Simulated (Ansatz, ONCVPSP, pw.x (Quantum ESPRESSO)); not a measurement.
# pw.x on bcc Mg: one setting changed

Potential: optimised norm-conserving Vanderbilt (ONCV), ONCVPSP 4.0.1, PBE; core [Ne], reference 3s1 3p1; waves: 3s: rc 2.40 bohr, ncon 4, nbas 8, qcut 3.3 1/bohr, 2 projectors, debl 1 Ha; 3p: rc 2.20 bohr, ncon 5, nbas 9, qcut 3.8 1/bohr, 2 projectors, debl 1.3 Ha; d scattering state at 0.03 Ha: rc 1.85 bohr, ncon 5, nbas 9, qcut 5.1 1/bohr, 2 projectors, debl 3.5 Ha; local part: polynomial inside 1.30 bohr (lpopt 5, dvloc0 0 Ha); core correction: Teter function fitted to the true core (icmod 2), fcfact 0.4.

The reference run (k-mesh 13³, cutoffs 50/200 Ry, Fermi–Dirac 0.01 Ry, mixing_beta 0.4, conv_thr 1e-9, no spin) gives -0.21 GPa at 22.870 Å³/atom, where all-electron LAPW gives 0.19 GPa. This run, with its own iteration cap, changes k-mesh shift to 1.

```
&control
  calculation='scf', prefix='x', pseudo_dir='./', outdir='./tmp', tstress=.true., disk_io='none'
/
&system
  ibrav=0, nat=1, ntyp=1, ecutwfc=50, ecutrho=200, nbnd=8,
  occupations='smearing', smearing='fd', degauss=0.01
/
&electrons
  conv_thr=1e-09, mixing_beta=0.4, electron_maxstep=70
/
ATOMIC_SPECIES
Mg 1.0 Mg.UPF
CELL_PARAMETERS angstrom
  -1.78814222 1.78814222 1.78814222
  1.78814222 -1.78814222 1.78814222
  1.78814222 1.78814222 -1.78814222
ATOMIC_POSITIONS crystal
Mg 0.0000 0.0000 0.0000
K_POINTS automatic
13 13 13 1 1 1
```

```bash
pw.x < Mg.scf.in > Mg.scf.out
```

Question: How does the run end?

Answer: It converges in 5 iterations; the free energy moves by +1.0 meV/atom and the pressure by -0.07 GPa.

```
Message from routine setup:
     using ibrav=0 with symmetry is DISCOURAGED, use correct ibrav instead
     lattice parameter (alat)  =       5.8528  a.u.
     unit-cell volume          =     154.3344 (a.u.)^3
     number of electrons       =         2.00
     number of Kohn-Sham states=            8
     kinetic-energy cutoff     =      50.0000  Ry
     charge density cutoff     =     200.0000  Ry
     scf convergence threshold =      1.0E-09
     Exchange-correlation= PBE
     number of k points=    84  Fermi-Dirac smearing, width (Ry)=  0.0100
     iteration #  1     ecut=    50.00 Ry     beta= 0.40
     total energy              =      -2.45737751 Ry
     estimated scf accuracy    <       0.00167937 Ry
     iteration #  2     ecut=    50.00 Ry     beta= 0.40
     total energy              =      -2.45717243 Ry
     estimated scf accuracy    <       0.00057351 Ry
     iteration #  3     ecut=    50.00 Ry     beta= 0.40
     total energy              =      -2.45718062 Ry
     estimated scf accuracy    <       0.00000010 Ry
     iteration #  4     ecut=    50.00 Ry     beta= 0.40
     total energy              =      -2.45718107 Ry
     estimated scf accuracy    <          8.7E-09 Ry
     iteration #  5     ecut=    50.00 Ry     beta= 0.40
     the Fermi energy is     3.6366 ev
!    total energy              =      -2.45718108 Ry
     estimated scf accuracy    <          2.1E-10 Ry
     smearing contrib. (-TS)   =      -0.00207401 Ry
     The total energy is F=E-TS. E is the sum of the following terms:
     one-electron contribution =       1.28745851 Ry
     hartree contribution      =       0.00351614 Ry
     xc contribution           =      -1.59211498 Ry
     ewald contribution        =      -2.15396673 Ry
     convergence has been achieved in   5 iterations
          total   stress  (Ry/bohr**3)                   (kbar)     P=       -2.82
     Message from routine punch:
     Nothing written, as per user request (disk_io='none')
```

The run took about 14 s on one core of a shared host (Intel(R) Xeon(R) Processor @ 2.60GHz, 24 threads, 31 GiB, load 12).
